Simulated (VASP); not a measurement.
# Al32N31 (a cell with a defect) in VASP: further runs, part 2 of 2

VASP 6.6.1. Earlier steps stand in the parts before.

## Step 3: Single point, HSE06, collinear spin, ferromagnetic start

Input file POSCAR:

```
Al32N31                                 
1.0
   -6.2557320000     -5.4176240000     -5.0159260000
    6.2557320000      5.4176240000     -5.0159260000
    6.2557320000     -5.4176240000      5.0159260000
  Al              N             
    32    31
Direct
     0.0844495895850947    0.6274509815569979    0.7087750362068579
     0.8317582938423834    0.4982235041018584    0.3320020751506197
     0.0829116200889661    0.8739156272585846    0.9601652282808638
     0.8327819673378448    0.7494791763383643    0.5836363200178437
     0.0836046609129705    0.1253546833388375    0.2088507648320420
     0.5839074158699596    0.6243678643749641    0.2077818848218524
     0.8363371190456441    0.0006901542730876    0.8337893083571259
     0.3358287534901964    0.5031290981005653    0.8330916420422594
     0.0856210118082272    0.3779350963703189    0.4576085094287807
     0.5850646510157790    0.8749933196605637    0.4570742096467929
     0.8306972734189498    0.2472667463259121    0.0805443391328358
     0.3335969970956270    0.7492596107278300    0.0844259176454203
     0.5882506672705236    0.1183760513299844    0.7060004436773579
     0.3338173479789321    0.9987230699954441    0.3359842174837413
     0.5834580977558579    0.3746007154645358    0.9574252083326530
     0.3345093531861847    0.2504280825371348    0.5840869674586653
     0.4030805029612044    0.9956741085185080    0.9067598529252430
     0.1677727273611556    0.8783099120338967    0.5539541011375319
     0.4162418163516715    0.2496217379920432    0.1677703039618830
     0.1677028568690401    0.1255510266937628    0.7918100051982515
     0.4178493495478465    0.4994909778839384    0.4167758325161690
     0.9163607269012782    0.0010151579018005    0.4155513113342550
     0.1675499811647889    0.3756329232145665    0.0415876518532037
     0.6658633725813509    0.8749211517596517    0.0402850129682071
     0.4261084459189285    0.7594370822313263    0.6665826454911652
     0.9211878905176479    0.2524125861372398    0.6649872523345923
     0.1664473462145274    0.6250256068550513    0.2927346001481417
     0.6643060099902068    0.1239029492187365    0.2878635179913184
     0.9169959431492219    0.4986354708479155    0.9160473346149723
     0.6679839752638010    0.3741325670907407    0.5423943707082671
     0.9186566063707255    0.7510261113541906    0.1703018865501658
     0.6682005214638577    0.6243594124561214    0.7927746618580603
     0.1456693936314807    0.8111095813787673    0.3420224790225954
     0.3936274679083958    0.1878985714379711    0.9606619016254043
     0.1417183871974130    0.0623979170656894    0.5826547136034492
     0.3930778627421126    0.4342938340776710    0.2085092050426940
     0.8921741295986189    0.9345231488582945    0.2076577010891731
     0.1456526693092365    0.3121854094878963    0.8333762106349397
     0.6461854984236712    0.8096420273072025    0.8341796509807968
     0.3937630991948036    0.6836755797152761    0.4562618493268004
     0.8930590115233036    0.1862854924014311    0.4548857159105529
     0.1422920877349584    0.5588458160286736    0.0843615819458553
     0.6349190110577037    0.0557209503074861    0.0751656762637205
     0.8944392187866180    0.4345139066597459    0.7082913668255554
     0.6413911216754220    0.3078554147107193    0.3330341482229728
     0.8934065211910632    0.6831047921703871    0.9609516721187588
     0.6431110704565175    0.5582716890484704    0.5841300403506176
     0.2237464103561363    0.8066350660220208    0.9190186847565601
     0.9710976972634863    0.6802135753137742    0.5396918842467123
     0.2261730784352627    0.0583888948309284    0.1687122341532682
     0.9778976736709348    0.9338648711182245    0.7928273390919154
     0.2275035527176250    0.3100889307689231    0.4171738752556940
     0.7270093539308662    0.8088566906779683    0.4159350250623727
     0.9766901147974085    0.1844216971672439    0.0415383940945827
     0.4767512684410752    0.6848240110014870    0.0420572017032106
     0.2310090327762644    0.5671747990757307    0.6666876973975098
     0.7355195450193747    0.0606390989129292    0.6648585053075762
     0.9740838459871540    0.4327100807100609    0.2892763243024927
     0.4763999826714610    0.9342472515792252    0.2918077662146389
     0.7226766678824853    0.3046367466381294    0.9127508131242448
     0.4770488730108360    0.1820576468133130    0.5445436390813683
     0.7265489754525022    0.5587083351752060    0.1660624700228307
     0.4767583448253722    0.4349491995947559    0.7916303291139953
```

Input file INCAR.step1:

```
PREC = Normal
ENCUT = 400
EDIFF = 1E-5
ISMEAR = 0
SIGMA = 0.01
LREAL = Auto
LASPH = T
NELM = 150
ALGO = Normal
ISIF = 2
LWAVE = T
LCHARG = F
ISPIN = 2
MAGMOM = 0 0 0 0 0 0 0 0 0 0 0 0 0.25 0 0 0 0.25 0.25 0 0 0 0 0 0 0.25 0 0 0 0 0 0 0 0 0 0 0 0 0 0 0 0 0 0 0 0 0 0 0 0 0 0 0 0 0 0 0 0 0 0 0 0 0 0
LORBIT = 11
NBANDS = 166
AMIX = 0.2
BMIX = 1E-4
AMIX_MAG = 0.8
BMIX_MAG = 1E-4
ICORELEVEL = 1
GGA = PE
LUSENCCL = F
```

Input file INCAR.step2:

```
PREC = Normal
ENCUT = 400
EDIFF = 1E-6
ISMEAR = 0
SIGMA = 0.01
LREAL = Auto
LASPH = T
NELM = 150
ALGO = Normal
ISIF = 2
LWAVE = F
LCHARG = F
ISPIN = 2
MAGMOM = 0 0 0 0 0 0 0 0 0 0 0 0 0.25 0 0 0 0.25 0.25 0 0 0 0 0 0 0.25 0 0 0 0 0 0 0 0 0 0 0 0 0 0 0 0 0 0 0 0 0 0 0 0 0 0 0 0 0 0 0 0 0 0 0 0 0 0
LORBIT = 11
GGA = PE
LHFCALC = T
HFSCREEN = 0.2
PRECFOCK = Fast
NBANDS = 166
AMIX = 0.2
BMIX = 1E-4
AMIX_MAG = 0.8
BMIX_MAG = 1E-4
ICORELEVEL = 1
ISTART = 1
LUSENCCL = F
```

Input file KPOINTS:

```
Automatic mesh
0
Gamma
  1 1 1
```

Potentials or basis: VASP PAW PBE potentials, release 64 (Al, N).

The run is started by

```bash
$ cat potpaw_PBE.64/Al/POTCAR potpaw_PBE.64/N/POTCAR > POTCAR
$ cp INCAR.step1 INCAR
$ mpirun -np 1 vasp_gam > vasp.out
$ cp INCAR.step2 INCAR
$ mpirun -np 1 vasp_gam > vasp.out
```

OUTCAR:

```text
PREC = Normal
   ENCUT = 400
   EDIFF = 1E-6
   ISMEAR = 0
   LREAL = Auto
   LASPH = T
   NELM = 150
   ISIF = 2
   ISPIN = 2
   LORBIT = 11
   GGA = PE
   LHFCALC = T
   HFSCREEN = 0.2
   PRECFOCK = Fast
   AMIX = 0.2
   AMIX_MAG = 0.8
   ISTART = 1

 ion  position               nearest neighbor table
   1  0.084  0.627  0.709-  49 1.90  48 1.90  56 1.91  44 1.92  17 3.01  18 3.01  26 3.09  30 3.09
                            29 3.10   4 3.12   3 3.12   8 3.13  12 3.14   2 3.14   9 3.14  25 3.16
   2  0.832  0.498  0.332-  49 1.89  62 1.90  58 1.90  45 1.91  28 3.08  31 3.08  19 3.08  27 3.09
                            30 3.09   6 3.12   9 3.12  15 3.12  11 3.14  18 3.14   1 3.14   4 3.14
   3  0.083  0.874  0.960-  48 1.89  51 1.90  50 1.90  46 1.91  17 3.04  32 3.08  29 3.09  31 3.09
                            19 3.09  20 3.12   7 3.12   1 3.12   5 3.12  12 3.13  14 3.14   4 3.14
   4  0.833  0.749  0.584-  49 1.89  53 1.90  51 1.90  47 1.91  18 3.04  21 3.08  32 3.09  30 3.10
                            20 3.10  22 3.11   7 3.11  10 3.12   1 3.12   6 3.13   2 3.14   3 3.14
   5  0.084  0.125  0.209-  52 1.90  50 1.90  54 1.90  37 1.91  22 3.08  19 3.08  21 3.09  31 3.09
                            24 3.10  23 3.10   9 3.12   3 3.12   7 3.12  16 3.13  11 3.13  14 3.15
   6  0.584  0.624  0.208-  53 1.90  62 1.90  55 1.90  36 1.91  31 3.08  23 3.09  19 3.09  21 3.09
[... 761 lines left out ...]
  energy-cutoff  :      400.00
  volume of cell :      679.98
      direct lattice vectors                 reciprocal lattice vectors
    -6.255732000 -5.417624000 -5.015926000     0.000000000 -0.092291381 -0.099682491
     6.255732000  5.417624000 -5.015926000     0.079926698  0.000000000 -0.099682491
     6.255732000 -5.417624000  5.015926000     0.079926698 -0.092291381  0.000000000

 POSITION                                       TOTAL-FORCE (eV/Angst)
 -----------------------------------------------------------------------------------
      7.83078     -0.89810     -0.01568         0.008288      0.016552      0.013824
     -0.00959     -3.60563     -5.00579         0.008624     -0.005022     -0.005544
     10.95485     -0.91645      0.01674         0.021482     -0.003153     -0.002538
      3.12995     -3.61323     -5.00903        -0.006276      0.000468     -0.000428
      1.56769     -0.90529     -0.00054        -0.024767     -0.023692     -0.018243
      1.55294     -0.90648     -5.01840        -0.019887     -0.020459     -0.008814
[... 55 lines left out ...]
     -0.01112     -1.80896     -5.61380         0.023717      0.022895      0.026359
      4.69068     -4.51526     -0.60230         0.000652      0.000425      0.006176
 -----------------------------------------------------------------------------------
    total drift:                               -0.060920     -0.000849     -0.004587

  FREE ENERGIE OF THE ION-ELECTRON SYSTEM (eV)
  ---------------------------------------------------
  free  energy   TOTEN  =      -542.5853001998 eV

  energy  without entropy=     -542.5853001998  energy(sigma->0) =     -542.58530020

 total charge

# of ion       s       p       d       tot
------------------------------------------
    1        0.414   0.446   0.000   0.860
    2        0.417   0.448   0.000   0.865
    3        0.417   0.448   0.000   0.865
    4        0.416   0.447   0.000   0.863
    5        0.416   0.446   0.000   0.862
    6        0.416   0.446   0.000   0.861
[... 55 lines left out ...]
   62        1.233   2.587   0.000   3.820
   63        1.232   2.589   0.000   3.821
--------------------------------------------------
tot         51.612  94.096   0.000 145.709

 magnetization (x)

# of ion       s       p       d       tot
------------------------------------------
    1       -0.001  -0.000   0.000  -0.001
    2        0.001   0.002   0.000   0.003
    3       -0.000   0.000   0.000   0.000
    4       -0.000   0.000   0.000  -0.000
    5       -0.000   0.000   0.000  -0.000
    6        0.000   0.000   0.000   0.000
[... 55 lines left out ...]
   62        0.000   0.001   0.000   0.002
   63       -0.000  -0.000   0.000  -0.000
--------------------------------------------------
tot          0.112   0.265   0.000   0.376
```

OSZICAR.step1:

```text
N       E                     dE             d eps       ncg     rms          rms(c)
DAV:   1     0.151226325549E+04    0.15123E+04   -0.11402E+05   672   0.117E+03
DAV:   2    -0.369807731745E+03   -0.18821E+04   -0.17945E+04   868   0.281E+02
DAV:   3    -0.531703560016E+03   -0.16190E+03   -0.16044E+03   784   0.871E+01
DAV:   4    -0.534964061878E+03   -0.32605E+01   -0.32367E+01   808   0.136E+01
DAV:   5    -0.535018817045E+03   -0.54755E-01   -0.54694E-01   776   0.176E+00    0.476E+01
DAV:   6    -0.476309237195E+03    0.58710E+02   -0.11388E+02   768   0.199E+01    0.248E+01
DAV:   7    -0.462068277319E+03    0.14241E+02   -0.70539E+01   744   0.159E+01    0.141E+01
DAV:   8    -0.462007470426E+03    0.60807E-01   -0.18398E+00   800   0.324E+00    0.105E+01
DAV:   9    -0.461918252506E+03    0.89218E-01   -0.40370E-01   752   0.216E+00    0.106E+00
DAV:  10    -0.461915065012E+03    0.31875E-02   -0.56048E-02   760   0.634E-01    0.654E-01
DAV:  11    -0.461917133644E+03   -0.20686E-02   -0.26660E-02   792   0.425E-01    0.395E-01
DAV:  12    -0.461917913658E+03   -0.78001E-03   -0.61590E-03   768   0.203E-01    0.236E-01
DAV:  13    -0.461918396493E+03   -0.48284E-03   -0.19976E-03   760   0.114E-01    0.126E-01
DAV:  14    -0.461918596750E+03   -0.20026E-03   -0.63553E-04   752   0.616E-02    0.401E-02
DAV:  15    -0.461918594958E+03    0.17922E-05   -0.11683E-04   752   0.311E-02    0.202E-02
DAV:  16    -0.461918597468E+03   -0.25104E-05   -0.50868E-05   720   0.177E-02
   1 F= -.46191860E+03 E0= -.46191860E+03  d E =-.121626E-29  mag=     1.0000
```

It took 29 min on 1 × NVIDIA H100 80GB with 1 thread of AMD EPYC 7R13 (Zen 3), shared host; peak memory 1.3 GiB.

What came out:

| Property | Result |
| --- | --- |
| Free energy | -542.5853 eV |
| Largest force | 0.308 eV/Å |
| Band gap on the k mesh | 1.76 eV, direct |
| Net moment | 1.00 μB per cell |
| Site moments | Al -0.00, +0.00, +0.05, +0.04, +0.01; N -0.00, +0.03, +0.00, +0.02, +0.04 μB |
| Valence electrons inside the program's atomic spheres | Al 0.86, 0.87, 0.85, 0.84; N 3.79, 3.82, 3.81, 3.80 |

Forces on the atoms (eV/Å):
```
Al   0.008  0.017  0.014
Al   0.009 -0.005 -0.006
Al   0.021 -0.003 -0.003
Al  -0.006  0.000  0.000
Al  -0.025 -0.024 -0.018
Al  -0.020 -0.020 -0.009
Al  -0.030 -0.008 -0.048
Al  -0.013 -0.026  0.013
Al  -0.015  0.003  0.009
Al  -0.020 -0.022 -0.034
Al  -0.003  0.002 -0.028
Al   0.016  0.014 -0.013
Al  -0.015 -0.028 -0.291
Al   0.000  0.022 -0.030
Al   0.004 -0.007 -0.018
Al   0.010  0.006 -0.014
Al   0.235 -0.074  0.103
Al   0.044  0.268  0.145
Al   0.026 -0.010  0.006
Al   0.011 -0.001 -0.007
Al  -0.012 -0.007  0.005
Al   0.014  0.033 -0.004
Al  -0.007  0.001 -0.009
Al   0.009  0.007 -0.001
Al  -0.214 -0.167  0.043
Al   0.001 -0.017  0.014
Al  -0.012  0.007 -0.006
Al   0.036 -0.024  0.011
Al   0.018  0.007 -0.016
Al   0.008 -0.002 -0.040
Al  -0.038  0.044  0.010
Al  -0.019  0.008 -0.005
N   -0.011 -0.074 -0.018
N   -0.054  0.012  0.013
N   -0.004 -0.021 -0.016
N   -0.001  0.000  0.008
N    0.012 -0.014  0.013
N    0.007  0.003  0.013
N    0.012  0.038  0.018
N    0.038  0.008 -0.005
N   -0.021 -0.042  0.028
N   -0.006 -0.002  0.008
N   -0.051  0.018 -0.012
N   -0.005 -0.008  0.019
N    0.007 -0.012 -0.002
N    0.026 -0.006  0.019
N   -0.009 -0.006  0.037
N   -0.010 -0.018  0.000
N   -0.013  0.019  0.006
N    0.009  0.013  0.008
N    0.005  0.026  0.006
N   -0.008  0.005  0.000
N    0.006  0.021  0.016
N   -0.002  0.009  0.021
N   -0.004  0.007 -0.003
N    0.028  0.025 -0.028
N    0.010  0.010 -0.001
N    0.006 -0.014 -0.014
N   -0.008 -0.009  0.004
N    0.007 -0.008  0.024
N   -0.010  0.005  0.028
N    0.024  0.023  0.026
N    0.001  0.000  0.006
```

Core levels (eV, on the scale of the bands):
| atom | levels |
| --- | --- |
| 1 Al | 1s -1497.5, 2s -94.8, 2p -56.3 |
| 2 Al | 1s -1497.5, 2s -94.8, 2p -56.3 |
| 3 Al | 1s -1497.5, 2s -94.8, 2p -56.3 |
| 4 Al | 1s -1497.5, 2s -94.9, 2p -56.3 |
| 5 Al | 1s -1497.6, 2s -94.9, 2p -56.3 |
| 6 Al | 1s -1497.5, 2s -94.8, 2p -56.3 |

Caveat: the PAW data sets were made with another functional, which shifts forces and pressure a little.
